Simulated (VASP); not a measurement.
Input of a VASP 6.6.1 run:

File POSCAR:

```
ZrS2                                    
1.0
    3.6468082650     -0.0000000000      0.0000000000
   -1.8234041325      3.1582285983      0.0000000000
    0.0000000000      0.0000000000     18.9000000000
  S               Zr            
     2     1
Direct
     0.3333330000000032    0.6666669999999968    0.4227338696337627
     0.6666669999999968    0.3333330000000032    0.5772661303662372
     1.0000000000000000    0.0000000000000000    0.5000000000000000
```

The input INCAR.step1:

```
SYSTEM = ZrS2
PREC = Accurate
ENCUT = 520
EDIFF = 1E-5
ISMEAR = 0
SIGMA = 0.03
LREAL = .False.
LASPH = .True.
NELM = 100
ALGO = Normal
ISIF = 2
LWAVE = .True.
LDIPOL = .True.
IDIPOL = 3
DIPOL = 0.5 0.5 0.500
GGA = PE
KPAR = 4
```

Contents of INCAR.step2:

```
SYSTEM = ZrS2
PREC = Accurate
ENCUT = 520
EDIFF = 1E-6
ISMEAR = 0
SIGMA = 0.03
LREAL = .False.
LASPH = .True.
NELM = 100
ALGO = Normal
ISIF = 2
LWAVE = .False.
LCHARG = .True.
LDIPOL = .True.
IDIPOL = 3
DIPOL = 0.5 0.5 0.500
GGA = PE
LHFCALC = .True.
HFSCREEN = 0.2
PRECFOCK = Fast
LVHAR = .True.
LVACPOTAV = .True.
ISTART = 1
KPAR = 4
```

File KPOINTS:

```
regular mesh
0
Gamma
  6 6 1
  0 0 0
```

Potentials or basis: VASP PAW PBE potentials, release 64 (S, Zr_sv).

The run is started by

```bash
$ cat potpaw_PBE.64/S/POTCAR potpaw_PBE.64/Zr_sv/POTCAR > POTCAR
$ cp INCAR.step1 INCAR
$ mpirun -np 4 vasp_std > vasp.out
$ cp INCAR.step2 INCAR
$ mpirun -np 4 vasp_std > vasp.out
```

Q: Estimate the ionisation potential of the upper face.

A: 7.00 eV.

Q: Predict the band gap on the k mesh.

A: 1.91 eV, indirect (least direct gap 2.60 eV).

Q: Predict the largest force.

A: 0.165 eV/Å.

Forces in eV/Å, atoms in the order of the input:
```
S    0.000  0.000  0.165
S    0.000  0.000 -0.165
Zr   0.000  0.000  0.000
```

Caveat: the PAW data sets were made with another functional, which shifts forces and pressure a little.
